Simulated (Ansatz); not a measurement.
The system is Ge.

```
Ge
1.0
    -2.57449    2.57449    1.39741
     2.57449   -2.57449    1.39741
     2.57449    2.57449   -1.39741
Ge
2
Direct
  0.50000 0.50000 0.00000
  0.25000 0.75000 0.50000
```

This isn't the form of Ge at room conditions, which is diamond.

| Item | Value |
| --- | --- |
| Program | Ansatz 0.2.0 |
| Task | single point |
| Functional | PBE |
| Potentials or basis | all-electron LAPW, scalar-relativistic |
| Cutoff | 254 eV (chosen from the basis error) |
| Basis error allowed | 0.001 eV/atom |
| k mesh | 11 × 11 × 11 |
| Occupations | fermi-dirac, width 0.05 eV |
| Spin | no spin polarisation |

On this cell: pressure 3.2 GPa; largest force under 0.003 eV/Å; band gap on the k mesh none (metal or under the smearing width).

The same run follows on a disturbed copy (atoms moved at random, drawn with an rms of 0.05 Å):

```
Ge
1.0
    -2.57449    2.57449    1.39741
     2.57449   -2.57449    1.39741
     2.57449    2.57449   -1.39741
Ge
2
Direct
  0.47893 0.47435 0.99328
  0.24504 0.74252 0.50691
```

**Question.** What changes?

**Answer.** The energy (extrapolated to zero smearing) moves by +2.5 meV/atom; pressure 3.3 GPa; largest force 0.196 eV/Å; band gap on the k mesh none (metal or under the smearing width).

Forces in eV/Å, atoms in the order of the input:
```
Ge   0.164  0.105  0.021
Ge  -0.164 -0.105 -0.021
```

Stress tensor (GPa, compression positive):
```
 3.83 -0.03  0.33
-0.03  3.00 -0.21
 0.33 -0.21  3.04
```
